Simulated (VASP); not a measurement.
# Ce (Im-3m) in VASP: further runs, part 2 of 2

VASP 6.6.1. Earlier steps stand in the parts before.

### Step 5. Single point, PBE, collinear spin, ferromagnetic start

This run uses another cell than the first one, of the same volume but with other edges.

The input, INCAR:

```
PREC     = Accurate       # precision mode
ENCUT    = 450            # plane-wave cutoff, eV
EDIFF    = 1E-5           # SCF threshold, eV
ISMEAR   = 0              # smearing method
SIGMA    = 0.2            # smearing width, eV
LREAL    = F              # projectors in reciprocal space
LASPH    = T              # aspherical terms in the spheres
NELM     = 100            # most SCF steps
ALGO     = Normal         # electronic algorithm
ISIF     = 2              # what is computed and relaxed
LWAVE    = F              # write WAVECAR
LCHARG   = F              # write CHGCAR
ISPIN    = 2              # spin polarisation
MAGMOM   = 1              # initial moments
LORBIT   = 11             # projections on sites
LMAXMIX  = 6              # l up to which the mixer works
GGA      = PE             # functional
NBANDS   = 16             # bands
ADDGRID  = F
```

The input, KPOINTS:

```
regular mesh
0
Gamma
  9 9 9
```

The input, POSCAR:

```
Ce
1.0
   -1.9432985503      1.9432985503      1.9432985503
    1.9432985503     -1.9432985503      1.9432985503
    1.9432985503      1.9432985503     -1.9432985503
Ce
1
Direct
    0.0000000000      0.0000000000      0.0000000000
```

Potentials or basis: VASP PAW PBE potentials, release 64 (Ce).

Run with:

```bash
cat potpaw_PBE.64/Ce/POTCAR > POTCAR
mpirun -np 1 vasp_std > vasp.out
```

OUTCAR:

```text
PREC = Accurate
   ENCUT = 450
   EDIFF = 1E-5
   ISMEAR = 0
   LREAL = F
   LASPH = T
   NELM = 100
   ISIF = 2
   ISPIN = 2
   LORBIT = 11
   GGA = PE

 Found     35 irreducible k-points:

 Following reciprocal coordinates:
            Coordinates               Weight
  0.000000  0.000000  0.000000      1.000000
  0.111111  0.000000  0.000000     12.000000
  0.222222  0.000000  0.000000     12.000000
  0.333333  0.000000  0.000000     12.000000
  0.444444  0.000000  0.000000     12.000000
  0.111111  0.111111  0.000000     24.000000
   k-points           NKPTS =     35   k-points in BZ     NKDIM =     35   number of bands    NBANDS=     16
   number of dos      NEDOS =    301   number of ions     NIONS =      1
   total plane-waves  NPLWV =  13824
   dimension x,y,z NGX =    24 NGY =   24 NGZ =   24
   dimension x,y,z NGXF=    48 NGYF=   48 NGZF=   48
   ions per type =               1
   NGX,Y,Z   is equivalent  to a cutoff of  11.85, 11.85, 11.85 a.u.
   NGXF,Y,Z  is equivalent  to a cutoff of  23.71, 23.71, 23.71 a.u.
 SYSTEM =  unknown system
   PREC   = accura    normal or accurate (medium, high low for compatibility)
   ISTART =      0    job   : 0-new  1-cont  2-samecut
   ICHARG =      2    charge: 1-file 2-atom 10-const
   ISPIN  =      2    spin polarized calculation?
   LNONCOLLINEAR =      F non collinear calculations
   LSORBIT =      F    spin-orbit coupling
   LASPH  =      T    aspherical Exc in radial PAW
   ENCUT  =  450.0 eV  33.07 Ry    5.75 a.u.   5.82  5.82  5.82*2*pi/ulx,y,z
   NELM   =    100;   NELMIN=  2; NELMDL= -5     # of ELM steps
   EDIFF  = 0.1E-04   stopping-criterion for ELM
   LREAL  =      F    real-space projection
   EDIFFG = 0.1E-03   stopping-criterion for IOM
   NSW    =      0    number of steps for IOM
   IBRION =     -1    ionic relax: 0-MD 1-quasi-New 2-CG
   NFREE  =      0    steps in history (QN), initial steepest desc. (CG)
   ISIF   =      2    stress and relaxation
   ISYM   =      2    0-nonsym 1-usesym 2-fastsym
   POTIM  = 0.5000    time-step for ionic-motion
   TEBEG  =    0.0;   TEEND  =   0.0 temperature during run
   PSTRESS=    0.0 pullay stress
   NELECT =      12.0000    total number of electrons
   NUPDOWN=      -1.0000    fix difference up-down
   EMIN   =  10.00;   EMAX   =-10.00  energy-range for DOS
   EFERMI =   0.00;   METHOD = LEGACY
   ISMEAR =     0;   SIGMA  =   0.20  broadening in eV -4-tet -1-fermi 0-gaus
   EFERMI_NEDOS =   21; number of points for ismear=-14 and -15
   IALGO  =     38    algorithm
   IMIX   =      4    mixing-type and parameters
     AMIX     =   0.40;   BMIX     =  1.00
     AMIX_MAG =   1.60;   BMIX_MAG =  1.00
  volume/ion in A,a.u.               =      29.35       198.10
  Fermi-wavevector in a.u.,A,eV,Ry     =   1.214998  2.296014 20.085209  1.476221
  Thomas-Fermi vector in A             =   2.350400
   LORBIT       =     11    0 simple, 1 ext, 2 COOP (PROOUT), +10 PAW based schemes
   GGA     = PE    functional components
   LHFCALC =     F    Hartree Fock is set to
   AEXX    =    0.0000 exact exchange contribution
   IVDW    =     0    specifies the selected vdW correction
   LEPSILON=     F    determine dielectric tensor
   LRPA    =     F    only Hartree local field effects (RPA)
 spin polarized calculation
 Gauss-broadening in eV      SIGMA  =   0.20
  energy-cutoff  :      450.00
  volume of cell :       29.35
 maximum number of plane-waves:       655
   NGX = 11   NGY = 11   NGZ = 11

 number of electron      12.0000000 magnetization       0.8466907

 Free energy of the ion-electron system (eV)
  ---------------------------------------------------
  ext. energy  EPLUGINS =         0.00000000
  ---------------------------------------------------
  free energy    TOTEN  =        -5.74005878 eV

  energy without entropy =       -5.63684148  energy(sigma->0) =       -5.68845013

 E-fermi :   8.2644     XC(G=0): -10.7829

 val. band max:        8.2520805096   @ k =  -0.4444  -0.4444   0.1111
 cond. band min:       8.2706330987   @ k =   0.1111   0.1111   0.1111
 fundamental gap:      0.0185525891
 Fermi energy:         8.2643588819

 spin component 1

 k-point     1 :       0.0000    0.0000    0.0000
  band No.  band energies     occupation
      1     -26.5154      1.00000
      2      -8.0707      1.00000
      3      -8.0707      1.00000
      4      -8.0707      1.00000
      5       5.0574      1.00000
      6       8.2224      0.61669
[... 8 lines left out ...]
     15       9.8732      0.00000
     16      12.6740      0.00000

 k-point     2 :       0.1111    0.0000    0.0000
  band No.  band energies     occupation
      1     -26.4728      1.00000
      2      -8.3680      1.00000
      3      -8.1559      1.00000
      4      -8.0754      1.00000
      5       5.5441      1.00000
      6       8.1273      0.83375
[... 8 lines left out ...]
     15      10.6116      0.00000
     16      12.3324      0.00000

 k-point     3 :       0.2222    0.0000    0.0000
  band No.  band energies     occupation
      1     -26.3609      1.00000
      2      -9.0584      1.00000
      3      -8.3632      1.00000
      4      -8.0875      1.00000
      5       6.4157      1.00000
      6       8.0906      0.89034
[... 8 lines left out ...]
     15      12.1890      0.00000
     16      12.2573      0.00000

 k-point     4 :       0.3333    0.0000    0.0000
  band No.  band energies     occupation
      1     -26.2297      1.00000
      2      -9.7642      1.00000
      3      -8.5865      1.00000
      4      -8.1019      1.00000
      5       6.3880      1.00000
      6       7.9479      0.98737
[... 8 lines left out ...]
     15      12.7780      0.00000
     16      13.3482      0.00000

 k-point     5 :       0.4444    0.0000    0.0000
  band No.  band energies     occupation
      1     -26.1412      1.00000
      2     -10.1915      1.00000
      3      -8.7258      1.00000
      4      -8.1116      1.00000
      5       6.1010      1.00000
      6       7.8088      0.99936
[... 8 lines left out ...]
     15      13.0571      0.00000
     16      13.7145      0.00000

 k-point     6 :       0.1111    0.1111    0.0000
  band No.  band energies     occupation
      1     -26.3951      1.00000
      2      -8.8419      1.00000
      3      -8.2605      1.00000
      4      -8.1450      1.00000
      5       6.3078      1.00000
      6       7.9811      0.97741
[... 8 lines left out ...]
     15      11.8165      0.00000
     16      12.0100      0.00000

 [... further k-points ...]

 spin component 2

 k-point     1 :       0.0000    0.0000    0.0000
  band No.  band energies     occupation
      1     -26.1910      1.00000
      2      -7.7786      1.00000
      3      -7.7786      1.00000
      4      -7.7786      1.00000
      5       5.3688      1.00000
      6       8.6963      0.00113
[... 8 lines left out ...]
     15      10.1917      0.00000
     16      12.8504      0.00000

 k-point     2 :       0.1111    0.0000    0.0000
  band No.  band energies     occupation
      1     -26.1482      1.00000
      2      -8.0756      1.00000
      3      -7.8634      1.00000
      4      -7.7837      1.00000
      5       5.8555      1.00000
      6       8.5794      0.01296
[... 8 lines left out ...]
     15      10.9296      0.00000
     16      12.5332      0.00000

 k-point     3 :       0.2222    0.0000    0.0000
  band No.  band energies     occupation
      1     -26.0358      1.00000
      2      -8.7658      1.00000
      3      -8.0699      1.00000
      4      -7.7966      1.00000
      5       6.7263      1.00000
      6       8.5105      0.04087
[... 8 lines left out ...]
     15      12.4911      0.00000
     16      12.5051      0.00000

 k-point     4 :       0.3333    0.0000    0.0000
  band No.  band energies     occupation
      1     -25.9039      1.00000
      2      -9.4715      1.00000
      3      -8.2924      1.00000
      4      -7.8120      1.00000
      5       6.6887      1.00000
      6       8.3029      0.39264
[... 8 lines left out ...]
     15      13.0308      0.00000
     16      13.5689      0.00000

 k-point     5 :       0.4444    0.0000    0.0000
  band No.  band energies     occupation
      1     -25.8150      1.00000
      2      -9.8989      1.00000
      3      -8.4312      1.00000
      4      -7.8223      1.00000
      5       6.3916      1.00000
      6       8.1325      0.82448
[... 8 lines left out ...]
     15      13.3179      0.00000
     16      13.9351      0.00000

 k-point     6 :       0.1111    0.1111    0.0000
  band No.  band energies     occupation
      1     -26.0702      1.00000
      2      -8.5491      1.00000
      3      -7.9680      1.00000
      4      -7.8534      1.00000
      5       6.6191      1.00000
      6       8.3989      0.17076
[... 8 lines left out ...]
     15      12.1333      0.00000
     16      12.2405      0.00000

 [... further k-points ...]

------------------------ aborting loop because EDIFF is reached ----------------------------------------

  FORCE on cell =-STRESS in cart. coord.  units (eV):
  Direction    XX          YY          ZZ          XY          YZ          ZX
  --------------------------------------------------------------------------------------
  -------------------------------------------------------------------------------------
  Total       -0.2195981     -0.2195981     -0.2195981      0.0000000     -0.0000000      0.0000000
  in kB      -11.9856221    -11.9856221    -11.9856221      0.0000000     -0.0000000      0.0000000
  external PRESSURE =     -11.9856221 kB  Pullay stress =       0.0000000 kB

 VOLUME and BASIS-vectors are now :
 -----------------------------------------------------------------------------
  energy-cutoff  :      450.00
  volume of cell :       29.35
      direct lattice vectors                 reciprocal lattice vectors
    -1.943298550  1.943298550  1.943298550     0.000000000  0.257294485  0.257294485
     1.943298550 -1.943298550  1.943298550     0.257294485  0.000000000  0.257294485
     1.943298550  1.943298550 -1.943298550     0.257294485  0.257294485  0.000000000

 POSITION                                       TOTAL-FORCE (eV/Angst)
 -----------------------------------------------------------------------------------
      0.00000      0.00000      0.00000         0.000000      0.000000      0.000000
 -----------------------------------------------------------------------------------
    total drift:                                0.000000     -0.000000      0.000000

  FREE ENERGIE OF THE ION-ELECTRON SYSTEM (eV)
  ---------------------------------------------------
  free  energy   TOTEN  =        -5.7400587823 eV

  energy  without entropy=       -5.6368414766  energy(sigma->0) =       -5.68845013

 total charge

# of ion       s       p       d       f       tot
--------------------------------------------------
    1        2.080   5.585   1.146   0.993   9.805

 magnetization (x)

# of ion       s       p       d       f       tot
--------------------------------------------------
    1        0.004   0.005   0.122   0.550   0.681
```

Wall time 16 s (1 thread of Intel Xeon 6975P-C (Granite Rapids), shared host); peak memory 0.17 GiB.

These settings aren't checked as converged: the numbers below hold their error.

What came out:

| Item | Value |
| --- | --- |
| Free energy | -5.7401 eV |
| Pressure | -1.2 GPa |
| Band gap on the k mesh | none (metal or under the smearing width) |
| Net moment | 0.85 μB per cell |
| Site moments | Ce +0.68 μB |
| Valence electrons inside the program's atomic spheres | Ce 9.80 |

Caveat: the magnetic or orbital state may not be the lowest; spin-orbit coupling is left out, which moves the levels of the heavy elements.
